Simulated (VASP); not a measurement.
Input of a VASP 6.6.1 run:

The input INCAR:

```
  PREC = Accurate
  ENCUT = 520
  EDIFF = 1E-6
  ISMEAR = -1
  SIGMA = 0.05
  LREAL = F
  LASPH = T
  NELM = 100
  ALGO = Fast
  ISIF = 2
  LWAVE = F
  LCHARG = F
  GGA = PE
  NBANDS = 56
```

Contents of KPOINTS:

```
Automatic mesh
0
Gamma
  5 6 5
```

The input POSCAR:

```
HfO2
1.0
    5.2881483861      0.0000000000      0.0000000000
    0.0000000000      5.0706233964      0.0000000000
    0.0000000000      0.0000000000      5.0989121849
Hf O
4 8
Direct
    0.9669940000      0.7325208200      0.7414403500
    0.5330060000      0.7325208200      0.2414403500
    0.4669940000      0.2674791800      0.7414403500
    0.0330060000      0.2674791800      0.2414403500
    0.6321274500      0.9286454000      0.8792672600
    0.8678725500      0.9286454000      0.3792672600
    0.2339485200      0.5398830500      0.4922923900
    0.2660514800      0.5398830500      0.9922923900
    0.7660514800      0.4601169500      0.9922923900
    0.7339485200      0.4601169500      0.4922923900
    0.1321274500      0.0713546000      0.8792672600
    0.3678725500      0.0713546000      0.3792672600
```

Potentials or basis: VASP PAW PBE potentials, release 64 (Hf_pv, O).

Run with:

```console
$ cat potpaw_PBE.64/Hf_pv/POTCAR potpaw_PBE.64/O/POTCAR > POTCAR
$ mpirun -np 1 vasp_std > vasp.out
```

**Question.** What does it give for the largest force?

**Answer.** 0.114 eV/Å.

**Question.** Predict the pressure.

**Answer.** -3.6 GPa.

**Question.** Predict the band gap on the k mesh.

**Answer.** 4.30 eV, indirect (least direct gap 4.51 eV).

Forces in eV/Å, atoms in the order of the input:
```
Hf  -0.068  0.090 -0.015
Hf   0.068  0.090 -0.015
Hf  -0.068 -0.090 -0.015
Hf   0.068 -0.090 -0.015
O    0.015  0.045  0.027
O   -0.015  0.045  0.027
O   -0.063 -0.073 -0.012
O    0.063 -0.073 -0.012
O    0.063  0.073 -0.012
O   -0.063  0.073 -0.012
O    0.015 -0.045  0.027
O   -0.015 -0.045  0.027
```

Caveat: spin-orbit coupling is left out, which moves the levels of the heavy elements; an odd mesh through Γ misses points on the zone boundary, where band edges often lie.
